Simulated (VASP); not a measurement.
The system is TaS2.

```
Ta S
1.0
     3.35000    0.00000    0.00000
    -1.67500    2.90119    0.00000
     0.00000    0.00000    5.86000
Ta S
1 2
Cartesian
  0.0000 0.0000 0.0000
  1.6750 0.9671 4.3950
  0.0000 1.9341 1.4650
```

| Item | Value |
| --- | --- |
| Program | VASP 6.6.1 |
| Task | relaxation of cell and atoms |
| Functional | rev-vdW-DF2 |
| Potentials or basis | VASP PAW PBE potentials, release 64 (Ta_pv, S) |
| Cutoff | 600 eV |
| k mesh | 9 × 9 × 5 |
| Occupations | fermi-dirac, width 0.05 eV |
| Spin | no spin polarisation |

At the start: pressure 7.3 GPa; volume 18.98 Å³/atom.

Task: How do energy, volume and symmetry change on relaxing?

Result: Over 15 steps the energy falls by 33.9 meV/atom and the volume is 19.16 Å³/atom (+0.9 %); space group P-3m1 (No. 164, to 0.05 Å).

Step by step:
```tsv
step	energy change (eV)	largest force (eV/Å)	pressure (GPa)	volume (Å³)
1	0.0000	1.3224	7.32	56.95
2	0.1855	1.5357	-11.98	64.39
3	-0.0891	0.1379	-1.08	59.50
4	-0.0893	0.1770	-0.84	59.40
5	-0.0893	0.1976	-0.70	59.35
6	-0.0976	0.1093	-0.27	58.80
7	-0.0989	0.0613	-0.05	58.51
8	-0.0989	0.0591	-0.04	58.50
9	-0.0994	0.0388	-0.15	58.43
10	-0.1006	0.0214	-0.45	58.22
11	-0.1003	0.1418	-1.05	57.80
12	-0.1009	0.0673	-0.68	58.05
13	-0.1011	0.0605	-0.62	58.00
14	-0.1015	0.0409	-0.43	57.82
15	-0.1018	0.0007	0.01	57.47
```

Final structure:
```
CELL_PARAMETERS angstrom
3.35133 0.00000 0.00000
-1.67567 2.90234 0.00000
0.00000 0.00000 5.90819
ATOMIC_POSITIONS crystal
Ta 0.00000 0.00000 0.00000
S 0.66667 0.33333 0.73874
S 0.33333 0.66667 0.26126
```

Caveat: the PAW data sets were made with another functional, which shifts forces and pressure a little.
